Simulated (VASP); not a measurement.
A run of VASP 6.6.1:

INCAR

```
ALGO = Normal ; DIPOL = 0.5 0.5 0.500
EDIFF = 1E-7 ; ENCUT = 520
GGA = PE ; IDIPOL = 3
ISIF = 2 ; ISMEAR = 0
IVDW = 12 ; LASPH = True
LCHARG = False ; LDIPOL = True
LREAL = False ; LWAVE = False
NBANDS = 12 ; NELM = 60
PREC = Accurate ; SIGMA = 0.02
```

The input KPOINTS:

```
k-points
0
Gamma
  9 9 1
```

Contents of POSCAR:

```
As
1.0
    3.3480000000      0.0000000000      0.0000000000
   -1.6740000000      2.8994530519      0.0000000000
    0.0000000000      0.0000000000     28.5742413766
As
2
Direct
    0.3333333333      0.6666666667      0.4895185319
    0.6666666667      0.3333333333      0.5104814681
```

Potentials or basis: VASP PAW PBE potentials, release 64 (As).

Launch:

```console
$ cat potpaw_PBE.64/As/POTCAR > POTCAR
$ mpirun -np 1 vasp_std > vasp.out
```

Hardware: 1 thread of Intel(R) Xeon(R) Platinum 8488C (Sapphire Rapids), on a shared host.

Q: Estimate the wall time of this run.

A: It took 99 s on 1 thread of Intel(R) Xeon(R) Platinum 8488C (Sapphire Rapids), with other jobs on the host, peak memory 0.42 GiB. Counts: scf iterations 22, k points 12.
